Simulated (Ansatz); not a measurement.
# BAs: energy and stress against strain

The task, for BAs: strain the cell along the Voigt pattern (1, 0, 0, 0, 0, 0).

Method: DFT PBE, scalar-relativistic, plane waves, PAW, in Ansatz 0.2.0.

## Step 1: The starting structure

It takes space group F-43m (No. 216, cubic). The conventional cell has a = 4.777 Å, b = 4.777 Å, c = 4.777 Å, α = 90.00°, β = 90.00°, γ = 90.00°. Around B (site symmetry -43m) lie 4 As at 2.07 Å. As (site symmetry -43m) is surrounded by 4 B at 2.07 Å.

Coordinates:

```
CELL_PARAMETERS angstrom
0.00000 2.38850 2.38850
2.38850 0.00000 2.38850
2.38850 2.38850 0.00000
ATOMIC_POSITIONS crystal
B 0.00000 0.00000 0.00000
As 0.75000 0.75000 0.75000
```

No relaxation comes first: the listed cell is the starting point.

## Step 2: Zero of energy

The reference gives a free energy of -5012.1003 eV, pressure 2.77 GPa, largest force 0.000 eV/Å and gap on the mesh 1.18 eV. It was computed beforehand with the settings of the runs below.

## Step 3: Setting up energy and stress against strain

The cell is strained by ε times the Voigt pattern (1, 0, 0, 0, 0, 0) (xx, yy, zz, yz, xz, xy; engineering shear), with fractional coordinates fixed (clamped ions). The stress on the pattern is the sum of the stress components weighted by it, tension positive.

## Step 4: Point ε = -0.0400

File input.yaml:

```yaml
crystal:
  lattice:
    - [0.0, 2.3885, 2.3885]
    - [2.29296, 0.0, 2.3885]
    - [2.29296, 2.3885, 0.0]
  atoms:
    - { symbol: B, position: [0.0, 0.0, 0.0] }
    - { symbol: As, position: [0.75, 0.75, 0.75] }
basis:
  ecutwfc: 420
kpoints:
  mp_grid: { grid: [10, 10, 10] }
hamiltonian:
  xc: pbe
scf:
  occupations: { method: gaussian, width: 0.05 }
output:
  forces: true
  stress: true
  eigenvalues: true
```

Command:

```
ansatz run input.yaml --threads 1 --pin off --max-ram 2560MiB --backend cpu --events-out ev --progress --plain --runs-dir out
```

## Step 5: Point ε = 0.0300

Changes to input.yaml since step 4:

```diff
@@ -3,4 +3,4 @@
     - [0.0, 2.3885, 2.3885]
-    - [2.29296, 0.0, 2.3885]
-    - [2.29296, 2.3885, 0.0]
+    - [2.460155, 0.0, 2.3885]
+    - [2.460155, 2.3885, 0.0]
   atoms:
@@ -20 +20,5 @@
   eigenvalues: true
+  write_density: true
+  write_potential: true
+  elf: true
+  volumetric_format: npy
```

## Step 6: At ε = -0.0200

Changes to input.yaml since step 5:

```diff
@@ -3,4 +3,4 @@
     - [0.0, 2.3885, 2.3885]
-    - [2.460155, 0.0, 2.3885]
-    - [2.460155, 2.3885, 0.0]
+    - [2.34073, 0.0, 2.3885]
+    - [2.34073, 2.3885, 0.0]
   atoms:
@@ -20,5 +20 @@
   eigenvalues: true
-  write_density: true
-  write_potential: true
-  elf: true
-  volumetric_format: npy
```

## Step 7: Point ε = 0.0100

Changes to input.yaml since step 6:

```diff
@@ -3,4 +3,4 @@
     - [0.0, 2.3885, 2.3885]
-    - [2.34073, 0.0, 2.3885]
-    - [2.34073, 2.3885, 0.0]
+    - [2.412385, 0.0, 2.3885]
+    - [2.412385, 2.3885, 0.0]
   atoms:
@@ -20 +20,5 @@
   eigenvalues: true
+  write_density: true
+  write_potential: true
+  elf: true
+  volumetric_format: npy
```

## Step 8: Point ε = 0.0400

Changes to input.yaml since step 7:

```diff
@@ -3,4 +3,4 @@
     - [0.0, 2.3885, 2.3885]
-    - [2.412385, 0.0, 2.3885]
-    - [2.412385, 2.3885, 0.0]
+    - [2.48404, 0.0, 2.3885]
+    - [2.48404, 2.3885, 0.0]
   atoms:
@@ -20,5 +20 @@
   eigenvalues: true
-  write_density: true
-  write_potential: true
-  elf: true
-  volumetric_format: npy
```

## Step 9: Point ε = -0.0300

Changes to input.yaml since step 8:

```diff
@@ -3,4 +3,4 @@
     - [0.0, 2.3885, 2.3885]
-    - [2.48404, 0.0, 2.3885]
-    - [2.48404, 2.3885, 0.0]
+    - [2.316845, 0.0, 2.3885]
+    - [2.316845, 2.3885, 0.0]
   atoms:
```

## Step 10: At ε = 0.0200

Changes to input.yaml since step 9:

```diff
@@ -3,4 +3,4 @@
     - [0.0, 2.3885, 2.3885]
-    - [2.316845, 0.0, 2.3885]
-    - [2.316845, 2.3885, 0.0]
+    - [2.43627, 0.0, 2.3885]
+    - [2.43627, 2.3885, 0.0]
   atoms:
```

## Step 11: ε = -0.0100

Changes to input.yaml since step 10:

```diff
@@ -3,4 +3,4 @@
     - [0.0, 2.3885, 2.3885]
-    - [2.43627, 0.0, 2.3885]
-    - [2.43627, 2.3885, 0.0]
+    - [2.364615, 0.0, 2.3885]
+    - [2.364615, 2.3885, 0.0]
   atoms:
```

## Step 12: At ε = 0.0350

Changes to input.yaml since step 11:

```diff
@@ -3,4 +3,4 @@
     - [0.0, 2.3885, 2.3885]
-    - [2.364615, 0.0, 2.3885]
-    - [2.364615, 2.3885, 0.0]
+    - [2.4720975, 0.0, 2.3885]
+    - [2.4720975, 2.3885, 0.0]
   atoms:
@@ -20 +20,5 @@
   eigenvalues: true
+  write_density: true
+  write_potential: true
+  elf: true
+  volumetric_format: npy
```

(Steps that only read results are left out.)

What does the calculation give? Wanted: slope of the stress at ε = 0, over ±0.0100.

As calculated:

| quantity | value |
| --- | --- |
| slope of the stress at ε = 0, over ±0.0100 | 281 GPa |

What this shows: From the stress slope, C11 is about 281 GPa with the ions clamped; letting the atoms relax could not make it stiffer. The reference stands under 2.8 GPa, so this is no zero-stress constant. The energy drops below the reference, by 1.2 meV/atom at ε = 0.0100; the cell was taken as given and not relaxed at this level. Compression costs more than tension: 29.1 against 9.1 meV/atom at the ends. The gap on the mesh stays between 0.52 and 1.18 eV.
